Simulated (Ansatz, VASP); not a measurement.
## One calculation of Cu, two programs

Contents of INCAR:

```
  ALGO = Normal
  EDIFF = 1E-7
  ENCUT = 520
  ISIF = 2
  ISMEAR = -1
  LASPH = True
  LCHARG = False
  LREAL = False
  LWAVE = False
  NBANDS = 18
  NELM = 60
  PREC = Accurate
  SIGMA = 0.1
```

The input KPOINTS:

```
k-points
0
Gamma
  12 12 12
```

The input POSCAR:

```
Cu
1.0
    0.0000000000      2.6083249998      2.6083249998
    2.6083249998      0.0000000000      2.6083249998
    2.6083249998      2.6083249998      0.0000000000
Cu
2
Direct
    0.1250000000      0.1250000000      0.1250000000
    0.8750000000      0.8750000000      0.8750000000
```

Input for Ansatz:

```yaml
crystal:
  lattice:
    - [0.0, 2.6083249998, 2.6083249998]
    - [2.6083249998, 0.0, 2.6083249998]
    - [2.6083249998, 2.6083249998, 0.0]
  atoms:
    - { symbol: Cu, position: [0.125, 0.125, 0.125] }
    - { symbol: Cu, position: [0.875, 0.875, 0.875] }
hamiltonian:
  xc: lda
  pseudopotentials:
    kind: paw
    azcp:
      Cu: "pseudopotentials/Cu.paw.azcp"
basis:
  ecutwfc: 420
  fft_grid_basis: typed
kpoints:
  mp_grid: { grid: [12, 12, 12], shift: [0, 0, 0] }
magnetization:
  spin_polarized: false
scf:
  occupations: { method: fermi_dirac, width: 0.1 }
  lower_state_search: "off"
output:
  stress: true
```

Alike in both runs: task single point; functional LDA; k mesh 12 × 12 × 12; occupations fermi-dirac, width 0.1 eV; no spin polarisation.

|  | VASP | Ansatz |
| --- | --- | --- |
| version | VASP 6.6.1 | Ansatz 0.2.0 |
| potentials or method | VASP PAW LDA potentials, release 64 (Cu) | plane waves (420 eV) with PAW, scalar-relativistic |
| plane-wave cutoff (eV) | 520 | 420 |
| valence electrons in the cell | 22 | 38 |

Ansatz gave:

| Property | Result |
| --- | --- |
| pressure (GPa) | -2.8 |

Q: Estimate VASP's values.

A: Pressure (GPa): -2.5.

The two sets of potentials don't hold the same shells in valence. Ansatz warned: «pseudo_functional_mismatch».
